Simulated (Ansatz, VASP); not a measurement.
**One calculation of EuO, two programs**

Contents of POSCAR:

```
EuO
1.0
    0.0000000000      2.5719519700      2.5719519700
    2.5719519700      0.0000000000      2.5719519700
    2.5719519700      2.5719519700      0.0000000000
Eu O
1 1
Direct
    0.5000000000      0.5000000000      0.5000000000
    0.0000000000      0.0000000000      0.0000000000
```

File INCAR.step1:

```
SYSTEM = EuO
PREC = Accurate ; ENCUT = 520
ISMEAR = 0 ; SIGMA = 0.05
LREAL = .False. ; LASPH = .True.
NELM = 150 ; ISPIN = 2
MAGMOM = 7 0 ; LMAXMIX = 6
LDAU = .True. ; LDAUTYPE = 2
LDAUL = 3 -1 ; LDAUU = 2 0
LDAUJ = 0 0 ; NBANDS = 22
GGA = PE ; ALGO = Normal
EDIFF = 1E-4 ; LWAVE = .True.
LCHARG = .False.
```

Contents of INCAR.step2:

```
SYSTEM = EuO
PREC = Accurate ; ENCUT = 520
EDIFF = 1E-6 ; ISMEAR = 0
SIGMA = 0.05 ; LREAL = .False.
LASPH = .True. ; NELM = 150
ALGO = Normal ; ISIF = 2
LWAVE = .False. ; LCHARG = .False.
ISPIN = 2 ; MAGMOM = 7 0
LORBIT = 11 ; LMAXMIX = 6
LDAU = .True. ; LDAUTYPE = 2
LDAUL = 3 -1 ; LDAUU = 2 0
LDAUJ = 0 0 ; LDAUPRINT = 1
METAGGA = R2SCAN ; LMIXTAU = .True.
NBANDS = 22 ; ISTART = 1
```

KPOINTS

```
regular mesh
0
Gamma
  6 6 6
  0 0 0
```

Input for Ansatz:

```yaml
crystal:
  lattice:
    - [0.0, 2.57195197, 2.57195197]
    - [2.57195197, 0.0, 2.57195197]
    - [2.57195197, 2.57195197, 0.0]
  atoms:
    - { symbol: Eu, position: [0.5, 0.5, 0.5], spin: 7.0 }
    - { symbol: O, position: [0.0, 0.0, 0.0] }
basis:
  ecutwfc: 500
  ecutrho_ratio: 4
kpoints:
  mp_grid: { grid: [6, 6, 6] }
hamiltonian:
  xc: r2scan
  hubbard: { sites: [{ site: 0, l: f, u_eff: 2.0 }] }
scf:
  occupations: { method: gaussian, width: 0.05 }
  lower_state_search: "off"
  max_iter: 150
output:
  forces: true
  stress: true
  eigenvalues: true
  populations: true
  hubbard: { sites: [{ site: 0, l: f }] }
magnetization:
  spin_polarized: true
```

Alike in both runs: task single point; functional r2SCAN; k mesh 6 × 6 × 6; occupations gaussian, width 0.05 eV; collinear spin; Hubbard terms Eu f U = 2.0 eV.

|  | VASP | Ansatz |
| --- | --- | --- |
| version | VASP 6.6.1 | Ansatz 0.2.0 |
| potentials or method | VASP PAW PBE potentials, release 64 (Eu, O) | scalar-relativistic, plane waves, PAW |
| plane-wave cutoff (eV) | 520 | 500 |
| valence electrons in the cell | 23 | 23 |

Ansatz gave:

| Property | Result |
| --- | --- |
| gap on the k mesh at the Fermi level (eV) | none |
| pressure (GPa) | -3.0 |
| net moment per atom (μB) | 3.50 |
| size of the moment on the site where the two differ most (μB) | 6.75 |

Problem. What did VASP give for the same quantities?

Solution. gap on the k mesh at the Fermi level (eV): none; pressure (GPa): -3.5; net moment per atom (μB): 3.50; size of the moment on the site where the two differ most (μB): 6.59.

Site moments also hang on the region over which each program counts them. The programs project onto different local orbitals, so the same U acts differently. A gap of «none» marks a metal or a gap that the smearing closes. Ansatz warned: «filled_band_counts_differ_across_k_points».

Caveats: the PAW data sets were made with another functional, which shifts forces and pressure a little (VASP); spin-orbit coupling is left out, which moves the levels of the heavy elements; a cell with one magnetic atom can't hold antiferromagnetic order, which such compounds often take. The state reached can hang on the start; a lower one may exist.
